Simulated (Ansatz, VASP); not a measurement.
**ZrC: VASP beside Ansatz**

Contents of INCAR:

```
  PREC = Accurate
  ENCUT = 600
  EDIFF = 1E-6
  ISMEAR = -1
  SIGMA = 0.05
  LREAL = False
  LASPH = True
  NELM = 80
  ALGO = Normal
  ISIF = 3
  LWAVE = False
  LCHARG = False
  GGA = PE
  IBRION = 2
  NSW = 100
  EDIFFG = -0.005
```

KPOINTS

```
Automatic mesh
0
Gamma
  14 14 14
```

The input POSCAR:

```
ZrC
1.0
    0.0000000000      2.2322827293      2.2322827293
    2.2322827293      0.0000000000      2.2322827293
    2.2322827293      2.2322827293      0.0000000000
Zr C
1 1
Direct
    0.0000000000      0.0000000000      0.0000000000
    0.5000000000      0.5000000000      0.5000000000
```

Input for Ansatz:

```yaml
crystal:
  lattice:
    - [0.0, 2.2322827293, 2.2322827293]
    - [2.2322827293, 0.0, 2.2322827293]
    - [2.2322827293, 2.2322827293, 0.0]
  atoms:
    - { symbol: Zr, position: [0.0, 0.0, 0.0] }
    - { symbol: C, position: [0.5, 0.5, 0.5] }
kpoints:
  mp_grid: { grid: [14, 14, 14] }
scf:
  occupations: { method: fermi_dirac, width: 0.05 }
hamiltonian:
  xc: pbe
  pseudopotentials: { kind: paw }
output:
  forces: true
  stress: true
relax:
  f_tol: 0.005
  max_steps: 80
  cell: {}
```

Alike in both runs: task relaxation of cell and atoms; functional PBE; k mesh 14 × 14 × 14; occupations fermi-dirac, width 0.05 eV; no spin polarisation.

|  | VASP | Ansatz |
| --- | --- | --- |
| version | VASP 6.6.1 | Ansatz 0.2.0 |
| potentials or method | VASP PAW PBE potentials, release 64 (Zr_sv, C) | PAW with Ansatz's default frozen-core files, scalar-relativistic |
| plane-wave cutoff (eV) | 600 | 420 |
| valence electrons in the cell | 16 | 16 |

|  | VASP | Ansatz | Ansatz less VASP |
| --- | --- | --- | --- |
| relaxed volume (Å³/atom) | 13.06 | 13.05 | -0.012 |
| relaxed cell length with the largest relative difference (Å) | 3.330 | 3.329 | -0.0010 |
| energy change over the relaxation (meV/atom) | -260 | -258 | +2.6 |

Caveats: the volume moved by over 15 % at a fixed basis, so the end points are rough (VASP).
